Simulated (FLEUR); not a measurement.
# Si2Mo (I4/mmm) in FLEUR: notebook

One crystal, Si2Mo, is run at these levels: PBE; tasks: equation of state.

Program: FLEUR MaX-R8.1 (later development tree). These are calculated values, not measurements. Logs are shortened: lines on timing, memory, paths and dates and some standing lists are left out, and cuts for length are marked.

### 1 The structure

The structure is tetragonal, space group I4/mmm (No. 139). Conventional cell: a = 3.200 Å, b = 3.200 Å, c = 7.861 Å, α = 90.00°, β = 90.00°, γ = 90.00°. Mo (site symmetry 4/mmm) is surrounded by 10 Si at 2.62 Å. Si (site symmetry 4mm) has 5 Si at 2.61 to 2.63 Å and 5 Mo at 2.62 Å as nearest neighbours.

### 2 Equation of state, PBE, 12.61 Å³/atom (volume scaled by 0.94)

Contents of inp.xml:

```xml
<?xml version="1.0" encoding="UTF-8" standalone="no"?>
<fleurInput fleurInputVersion="0.39">
   <comment>
      Si2Mo                                                                                               
   </comment>
   <calculationSetup>
      <cutoffs Kmax="4.41" Gmax="13.7" GmaxXC="13.7" numbands="0"/>
      <scfLoop itmax="60" minDistance="0.00001" maxIterBroyd="15" imix="Anderson" alpha="0.05" precondParam="0.0" spinf="2.0" sdNocoIR="T"/>
      <coreElectrons ctail="T" frcor="F" kcrel="0" coretail_lmax="0"/>
      <xcFunctional name="pbe" relativisticCorrections="F"/>
      <magnetism jspins="1"/>
      <soc l_soc="F" theta="0.0" phi="0.0" spav="F"/>
      <expertModes spex="0" secvar="F"/>
      <geometryOptimization l_f="F" forcealpha="1.0" forcemix="BFGS" epsdisp="0.0005" epsforce="0.0002"/>
      <ldaU l_linMix="F" mixParam="0.05" spinf="1.0"/>
   </calculationSetup>
   <cell>
      <bzIntegration valenceElectrons="38.0" mode="hist" fermiSmearingEnergy="0.00183747">
         <kPointListSelection listName="default-1"/>
         <!-- k-points included here -->
         <xi:include xmlns:xi="http://www.w3.org/2001/XInclude" href="kpts.xml"> </xi:include>
      </bzIntegration>
      <!-- symmetry operations included here -->
      <xi:include xmlns:xi="http://www.w3.org/2001/XInclude" href="sym.xml"> </xi:include>
      <bulkLattice scale="0.9795861087">
         <bravaisMatrix>
            <row-1>   -3.0235617993599999     3.0235617993599999     7.4275685327402989</row-1>
            <row-2>    3.0235617993599999    -3.0235617993599999     7.4275685327402989</row-2>
            <row-3>    3.0235617993599999     3.0235617993599999    -7.4275685327402989</row-3>
         </bravaisMatrix>
      </bulkLattice>
   </cell>
   <atomSpecies>
      <species name="Molybdenum (Mo)" element="Mo" atomicNumber="42">
         <mtSphere radius="2.22" gridPoints="757" logIncrement="0.017"/>
         <atomicCutoffs lmax="9" lnonsphr="7"/>
         <electronConfig flipSpins="F">
            <coreConfig>(1s1/2) (2s1/2) (2p1/2) (2p3/2) (3s1/2) (3p1/2) (3p3/2) (3d3/2) (3d5/2)</coreConfig>
            <valenceConfig>(4s1/2) (4p1/2) (4p3/2) (5s1/2) (4d3/2) (4d5/2)</valenceConfig>
            <stateOccupation state="(5s1/2)" spinUp="0.500000" spinDown="0.500000"/>
            <stateOccupation state="(4d3/2)" spinUp="1.000000" spinDown="1.000000"/>
            <stateOccupation state="(4d5/2)" spinUp="1.500000" spinDown="1.500000"/>
         </electronConfig>
         <energyParameters s="5" p="5" d="4" f="4"/>
         <lo type="SCLO" l="0" n="4" eDeriv="0"/>
         <lo type="SCLO" l="1" n="4" eDeriv="0"/>
         <lo type="SCLO" l="1" n="4" eDeriv="1"/>
         <lo type="SCLO" l="2" n="4" eDeriv="2"/>
         <lo type="SCLO" l="3" n="4" eDeriv="2"/>
      </species>
      <species name="Silicon (Si)" element="Si" atomicNumber="14">
         <mtSphere radius="2.22" gridPoints="757" logIncrement="0.015"/>
         <atomicCutoffs lmax="9" lnonsphr="7"/>
         <electronConfig flipSpins="F">
            <coreConfig>(1s1/2)</coreConfig>
            <valenceConfig>(2s1/2) (2p1/2) (2p3/2) (3s1/2) (3p1/2) (3p3/2)</valenceConfig>
            <stateOccupation state="(3p1/2)" spinUp="0.333333" spinDown="0.333333"/>
            <stateOccupation state="(3p3/2)" spinUp="0.666667" spinDown="0.666667"/>
         </electronConfig>
         <energyParameters s="3" p="3" d="3" f="4"/>
         <lo type="SCLO" l="0" n="2" eDeriv="0"/>
         <lo type="SCLO" l="1" n="2" eDeriv="0"/>
         <lo type="SCLO" l="2" n="3" eDeriv="2"/>
         <lo type="SCLO" l="3" n="4" eDeriv="2"/>
      </species>
   </atomSpecies>
   <atomGroups>
      <atomGroup species="Molybdenum (Mo)">
         <relPos label="                   1">.0000000000 .0000000000 .0000000000</relPos>
         <force calculate="T" relaxXYZ="TTT"/>
      </atomGroup>
      <atomGroup species="Silicon (Si)">
         <relPos label="                   2">-.3330000000 -.3330000000 .0000000000</relPos>
         <relPos label="                   3">.3330000000 .3330000000 .0000000000</relPos>
         <force calculate="T" relaxXYZ="TTT"/>
      </atomGroup>
   </atomGroups>
   <output dos="F" band="F" slice="F">
      <checks vchk="F" cdinf="F"/>
      <bandDOS minEnergy="-.5*Htr" maxEnergy="0.5*Htr" sigma="0.015" storeEVData="T"/>
      <vacuumDOS vacdos="F" integ="F" star="F" nstars="0" locx1="0.0" locy1="0.0" locx2="0.0" locy2="0.0" nstm="0" tworkf="0.0"/>
      <unfoldingBand unfoldBand="F" supercellX="1" supercellY="1" supercellZ="1"/>
      <plotting iplot="0" polar="F">
         <plot TwoD="T" vec1="  1.0  0.0  0.0" vec2="  0.0  1.0  0.0" vec3="  0.0  0.0  1.0" zero="  0.0  0.0  0.0" file="plot"/>
      </plotting>
      <chargeDensitySlicing numkpt="0" minEigenval="0.0" maxEigenval="0.0" nnne="0" pallst="F"/>
      <specialOutput eonly="F"/>
      <moessbauerParams electricFieldGradient="T" isomerShift="T" coreHyperfine="T" valenceHyperfine="T"/>
      <magneticCircularDichroism mcd="F" energyLo="-10.0" energyUp="0.0"/>
   </output>
  <!-- We include the file relax.xml here to enable relaxations (see documentation) -->
  <xi:include xmlns:xi="http://www.w3.org/2001/XInclude" href="relax.xml"> <xi:fallback/> </xi:include>
</fleurInput>
```

Potentials or basis: all-electron, FLAPW.

Launch:

```console
$ inpgen -f crystal.txt -profile fastHighL
$ # inp.xml edited to the form shown
$ fleur_MPI
```

The program printed:

```text
Welcome to FLEUR        (www.flapw.de)
      MaX-Release 8.1          (www.max-centre.eu)

 ========== k-point set info ==========
 Selected k-point list: default-1
 k-point list type: mesh
 12 x 12 x 12
 Number of k points: 163

 ------------Calculation Setup---------------------------
 Number of MPI-tasks      :            1
 Number of PE/node        :            1
 Number of OMP-threads    :            1
 Most efficient MPI parallelization for:
           1         163
 Additional eigenvalue parallelization possible
 Number of basis functions:          489
 Approximate size of matrices (H+S) per k-point:         0.004 GB
 --------------------------------------------------------
 Iteration:     1   Distance:      13.05348385 me/bohr^3
 Iteration:     2   Distance:      11.27110250 me/bohr^3
 Iteration:     3   Distance:       5.66662589 me/bohr^3
 Iteration:     4   Distance:       5.42251010 me/bohr^3
 Iteration:     5   Distance:       1.95403635 me/bohr^3
 Iteration:     6   Distance:       0.38003053 me/bohr^3
 Iteration:     7   Distance:       0.65653364 me/bohr^3
 Iteration:     8   Distance:       0.06776467 me/bohr^3
 Iteration:     9   Distance:       0.05012681 me/bohr^3
 Iteration:    10   Distance:       0.00852319 me/bohr^3
 Iteration:    11   Distance:       0.00542828 me/bohr^3
 Iteration:    12   Distance:       0.00096919 me/bohr^3
 Iteration:    13   Distance:       0.00026423 me/bohr^3
 Iteration:    14   Distance:       0.00015185 me/bohr^3
 Iteration:    15   Distance:       0.00002633 me/bohr^3
 Iteration:    16   Distance:       0.00002311 me/bohr^3
 Iteration:    17   Distance:       0.00001321 me/bohr^3
 Iteration:    18   Distance:       0.00000364 me/bohr^3

 ********************************************************************
 Run finished successfully
 Stop message:
   all done
 ********************************************************************
```

Run time: 4.9 min. Hardware: 1 thread of Arm Neoverse N1, shared host; peak memory 0.09 GiB.

What came out:

| Quantity | Value |
| --- | --- |
| Free energy | -125980.8570 eV |
| Band gap on the k mesh | none (metal or under the smearing width) |
| Valence electrons inside the program's atomic spheres | Mo 11.53; Si 10.50 (radii Mo 2.22, Si 2.22 bohr) |

### 3 Equation of state, PBE, 12.88 Å³/atom (volume scaled by 0.96)

inp.xml, as its differences from that of step 2:

```diff
@@ -24,3 +24,3 @@
       <xi:include xmlns:xi="http://www.w3.org/2001/XInclude" href="sym.xml"> </xi:include>
-      <bulkLattice scale="0.9795861087">
+      <bulkLattice scale="0.9864848297">
          <bravaisMatrix>
```

Potentials or basis: all-electron, FLAPW.

Launch:

```console
$ inpgen -f crystal.txt -profile fastHighL
$ # inp.xml edited to the form shown
$ fleur_MPI
```

It took 5.2 min on 1 thread of Arm Neoverse N1, shared host; peak memory 0.09 GiB.

Results (log left out):

- Free energy: -125980.9320 eV
- Band gap on the k mesh: none (metal or under the smearing width)
- Valence electrons inside the program's atomic spheres: Mo 11.50; Si 10.46 (radii Mo 2.22, Si 2.22 bohr)

### 4 Equation of state, PBE, 13.15 Å³/atom (volume scaled by 0.98)

inp.xml, as its differences from that of step 3:

```diff
@@ -24,3 +24,3 @@
       <xi:include xmlns:xi="http://www.w3.org/2001/XInclude" href="sym.xml"> </xi:include>
-      <bulkLattice scale="0.9864848297">
+      <bulkLattice scale="0.9932883884">
          <bravaisMatrix>
```

Launch:

```console
$ inpgen -f crystal.txt -profile fastHighL
$ # inp.xml edited to the form shown
$ fleur_MPI
```

Run time: 5.5 min. Hardware: 1 thread of Arm Neoverse N1, shared host; peak memory 0.09 GiB.

It converged, with:

| Item | Value |
| --- | --- |
| Free energy | -125980.9798 eV |
| Band gap on the k mesh | none (metal or under the smearing width) |
| Valence electrons inside the program's atomic spheres | Mo 11.47; Si 10.43 (radii Mo 2.22, Si 2.22 bohr) |

### 5 Equation of state, PBE, 13.42 Å³/atom

inp.xml, as its differences from that of step 4:

```diff
@@ -24,3 +24,3 @@
       <xi:include xmlns:xi="http://www.w3.org/2001/XInclude" href="sym.xml"> </xi:include>
-      <bulkLattice scale="0.9932883884">
+      <bulkLattice scale="1.0000000000">
          <bravaisMatrix>
```

Launch:

```console
$ inpgen -f crystal.txt -profile fastHighL
$ # inp.xml edited to the form shown
$ fleur_MPI
```

It took 5.7 min on 1 thread of Arm Neoverse N1, shared host; peak memory 0.08 GiB.

The run converged. Its results:

* Free energy: -125981.0030 eV
* Band gap on the k mesh: none (metal or under the smearing width)
* Valence electrons inside the program's atomic spheres: Mo 11.44; Si 10.40 (radii Mo 2.22, Si 2.22 bohr)

### 6 Equation of state, PBE, 13.68 Å³/atom (volume scaled by 1.02)

inp.xml, as its differences from that of step 5:

```diff
@@ -24,3 +24,3 @@
       <xi:include xmlns:xi="http://www.w3.org/2001/XInclude" href="sym.xml"> </xi:include>
-      <bulkLattice scale="1.0000000000">
+      <bulkLattice scale="1.0066227096">
          <bravaisMatrix>
```

Potentials or basis: all-electron, FLAPW.

Launch:

```console
$ inpgen -f crystal.txt -profile fastHighL
$ # inp.xml edited to the form shown
$ fleur_MPI
```

Run time: 5.9 min. Hardware: 1 thread of Arm Neoverse N1, shared host; peak memory 0.09 GiB.

Results (log left out):

* Free energy: -125981.0043 eV
* Band gap on the k mesh: none (metal or under the smearing width)
* Valence electrons inside the program's atomic spheres: Mo 11.41; Si 10.37 (radii Mo 2.22, Si 2.22 bohr)

### 7 Equation of state, PBE, 13.95 Å³/atom (volume scaled by 1.04)

inp.xml, as its differences from that of step 6:

```diff
@@ -24,3 +24,3 @@
       <xi:include xmlns:xi="http://www.w3.org/2001/XInclude" href="sym.xml"> </xi:include>
-      <bulkLattice scale="1.0066227096">
+      <bulkLattice scale="1.0131594038">
          <bravaisMatrix>
```

Launch:

```console
$ inpgen -f crystal.txt -profile fastHighL
$ # inp.xml edited to the form shown
$ fleur_MPI
```

It took 6 min on 1 thread of Arm Neoverse N1, shared host; peak memory 0.08 GiB.

The run converged. Its results:

```
Free energy                                           : -125980.9859 eV
Band gap on the k mesh                                : none (metal or under the smearing width)
Valence electrons inside the program's atomic spheres : Mo 11.39; Si 10.34 (radii Mo 2.22, Si 2.22 bohr)
```

### 8 Equation of state, PBE, 14.22 Å³/atom (volume scaled by 1.06)

inp.xml, as its differences from that of step 7:

```diff
@@ -24,3 +24,3 @@
       <xi:include xmlns:xi="http://www.w3.org/2001/XInclude" href="sym.xml"> </xi:include>
-      <bulkLattice scale="1.0131594038">
+      <bulkLattice scale="1.0196128224">
          <bravaisMatrix>
```

Launch:

```console
$ inpgen -f crystal.txt -profile fastHighL
$ # inp.xml edited to the form shown
$ fleur_MPI
```

Wall time 6.2 min (1 thread of Arm Neoverse N1, shared host); peak memory 0.09 GiB.

The run converged. Its results:

| Quantity | Value |
| --- | --- |
| Free energy | -125980.9498 eV |
| Band gap on the k mesh | none (metal or under the smearing width) |
| Valence electrons inside the program's atomic spheres | Mo 11.36; Si 10.31 (radii Mo 2.22, Si 2.22 bohr) |

### 9 Equation of state, PBE

Potentials or basis: all-electron, FLAPW.

This step only gathers the single runs of the series.

What came out:

```yaml
Equilibrium_volume: 13.57 Å³/atom
Bulk_modulus_at_fixed_shape_and_positions: 208 GPa
Pressure_derivative_of_the_bulk_modulus: 4.4
```

Energy against volume, from the lowest point:
```tsv
volume (Å³/atom)	energy (meV/atom)
12.611	49.10
12.879	24.11
13.148	8.19
13.416	0.44
13.684	0.00
13.953	6.15
14.221	18.19
```

Caveat: the cell was scaled at fixed shape and fractional positions, which overstates the stiffness of a crystal with free parameters, most of all of layers and chains.
